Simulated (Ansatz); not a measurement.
input.yaml (Ansatz)

```yaml
crystal:
  lattice:
    - [-1.6609326968, 1.6609326968, 1.6609326968]
    - [1.6609326968, -1.6609326968, 1.6609326968]
    - [1.6609326968, 1.6609326968, -1.6609326968]
  atoms:
    - { symbol: Al, position: [0.0, 0.0, 0.0] }
hamiltonian:
  xc: pbe
  pseudopotentials:
    kind: paw
    azcp:
      Al: "pseudopotentials/Al.paw.azcp"
basis:
  ecutwfc: 420
  fft_grid_basis: typed
kpoints:
  mp_grid: { grid: [15, 15, 15], shift: [0, 0, 0] }
magnetization:
  spin_polarized: false
scf:
  occupations: { method: fermi_dirac, width: 0.1 }
  lower_state_search: "off"
output:
  stress: true
```

Terminal output

```
Engine: ansatz 0.2.0, x86_64-unknown-linux-gnu
Pseudopotentials: kind: paw
Pseudopotential: Al, paw, valence charge 3, recommended cutoff 420 eV (normal) 
Functional definition: PBE
  parameter kappa = 0.804
  parameter beta = 0.06672455060314922
  exchange = pbe_x(kappa = kappa, mu = beta*pi^2/3)
  correlation = pbe_c(beta = beta)
Crystal: 1 atoms, lattice volume = 18.328 Å³
Basis set: ecut = 420 eV, 369 PW (Γ)
Bands: 6, of which v1, the nominal top of the filled ones, is band 2 counted from 1 (1 counted from 0)
Symmetry: 48 space group operations
Space group: Im-3m (ITA 229), of the structure as read, at distance tolerance 2.6e-5 Å
k-points: 120 of 3375
Non-local potential: Al, projectors of the file, l = 0: 2, l = 1: 2, l = 2: 1
PAW form: soft (Blöchl's): semilocal exchange-correlation on the pseudo side does not see the compensation charge
PAW one-centre angular grid: Al, 110 points (default); XC on 64 Gauss nodes
Initial density: superposition of atomic densities (neutral atoms: chi_scale 0, normalization atom), corrected by the library's trained network
Initial wavefunctions: pseudopotential atomic-orbital guess
Functional: x = pbe(κ = 0.804, μ = 0.2195149727645171), c = pbe(β = 0.06672455060314922)
SCF iter   1: F=—  HF=-537.393523 eV  |F-HF|=—  |Δ(HF+E_count)|=         —  Δρ=7.43e-4  dr2=9.72e-5  ethr=1.77e-3  ⟨swp⟩=4.7  Hψ=6307  notcnv=0
SCF iter   2: F=—  HF=-537.393511 eV  |F-HF|=—  |Δ(HF+E_count)|=   1.26e-5  Δρ=3.56e-4  dr2=2.17e-5  ethr=3.24e-6  ⟨swp⟩=1.5  Hψ=1747  notcnv=0
iter 3 did not close the SCF: its close was put off for the readings that it lacked (scf_convergence_deferred on its scf_iter line)
SCF iter   3: F=-537.393509 eV  HF=-537.393509 eV  |F-HF|=1.10e-8  |Δ(HF+E_count)|=   1.12e-6  Δρ=1.57e-5  dr2=4.29e-8  ethr=7.22e-7  ⟨swp⟩=2.0  Hψ=882  notcnv=0
iter 4 did not close the SCF: its close was put off for the readings that it lacked (scf_convergence_deferred on its scf_iter line)
SCF iter   4: F=-537.393509 eV  HF=-537.393509 eV  |F-HF|=5.94e-10  |Δ(HF+E_count)|=   8.41e-9  Δρ=2.20e-6  dr2=4.28e-10  ethr=1.43e-9  ⟨swp⟩=2.0  Hψ=891  notcnv=0
iter 5 did not close the SCF: its close was put off for the readings that it lacked (scf_convergence_deferred on its scf_iter line)
SCF iter   5: F=-537.393509 eV  HF=-537.393509 eV  |F-HF|=3.41e-12  |Δ(HF+E_count)|=  6.27e-10  Δρ=2.26e-7  dr2=6.18e-12  ethr=1.43e-11  ⟨swp⟩=2.0  Hψ=890  notcnv=0
SCF iter   6: F=-537.393509 eV  HF=-537.393509 eV  |F-HF|=0.00e0  |Δ(HF+E_count)|=  3.75e-12  Δρ=9.76e-9  dr2=1.33e-14  ethr=1.00e-12  ⟨swp⟩=1.0  Hψ=1750  notcnv=0
SCF 1 converged in 6 iterations: F = -537.393509 eV  dr2 = 1.33e-14
SCF converged after 6 iterations
Free energy (F): -537.393509 eV
Harris-Foulkes:  -537.393509 eV  (|F-HF|=0.00e0)
Internal energy: -537.378312 eV  (E = F + TS)
E sigma→0 (E₀):  -537.385911 eV
Entropy (-TS):   -0.015198 eV (-15.198 meV/atom)
Fermi energy:    6.864032 eV
--- Per-component energies (eV) ---
  E_band       = 8.316562
  E_kinetic    = 21.207026
  E_local      = 8.215017  (includes V_loc(G=0)·N_el)
  E_nonlocal   = 10.387000
  E_hartree    = 0.059319
  E_xc         = -39.065545
  E_vxc        = -28.067243  (∫ρ·V_xc dr)
  E_paw        = -467.191941  (= ΣΔE_a)
  E_vpaw       = -3.543874  (= ΣTr[D̂ρ^β])
  E_aug_tail   = -0.000002  (compensation charges beyond the density's cutoff)
  E_ewald      = -70.989186
  E_smearing   = -0.015198  (= −TS)
  E_closure    = 0.000000  (closes the sum)
  Σ components = -537.393509   (vs F -537.393509, Δ=0.00e0)
--- Stress (GPa, compression-positive) ---
       -4.556896      -0.000000       0.000000
        0.000000      -4.556896       0.000000
       -0.000000      -0.000000      -4.556896
  P = ⅓ Tr σ = -4.5569 GPa (-45.569 kbar)
```

Command:

```sh
ansatz run input.yaml --threads 1 --pin off --max-ram 3584MiB --backend cpu --events-out ev --progress --plain --runs-dir out
```

On 1 thread of Intel(R) Xeon(R) Platinum 8259CL CPU @ 2.50GHz (Skylake/Cascade Lake) (shared host) this took about 1.1 s of wall time and 1.1 s of CPU time.
